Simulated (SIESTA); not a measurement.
The system is Li2O.

```
O Li
1.0
     0.00000    2.32685    2.32685
     2.32685    0.00000    2.32685
     2.32685    2.32685    0.00000
O Li
1 2
Direct
  0.00000 0.00000 0.00000
  0.25000 0.25000 0.25000
  0.75000 0.75000 0.75000
```

The cell comes from a database or a generator and needn't be the stable form of this composition.

Base run:

| Property | Result |
| --- | --- |
| Program | SIESTA 5.4.2 |
| Functional | PBE |
| Potentials or basis | PseudoDojo 0.4 standard (PBE files) |
| Basis | DZP (energy shift 0.01 Ry) |
| Grid cutoff | 800 Ry |
| Energy shift | 0.01 Ry |
| k mesh | 10 × 10 × 10 |
| Occupations | fermi-dirac, width 0.05 eV |
| Spin | no spin polarisation |

Its results: band gap on the k mesh 5.08 eV, direct; pressure -2.0 GPa.

Problem. The run is repeated on the same cell with these changes: basis from DZP (energy shift 0.01 Ry) to TZP (energy shift 0.003 Ry; two zetas on semicore shells); energy shift from 0.01 Ry to 0.003 Ry. What comes out?

Solution. Band gap on the k mesh 5.01 eV, indirect (least direct gap 5.07 eV); pressure -0.6 GPa.

Caveats: the basis of atomic orbitals isn't converged, which shifts pressures, moduli and gaps; semicore shells carry a single zeta, which can move pressures by several GPa and volumes by a few percent (some runs).
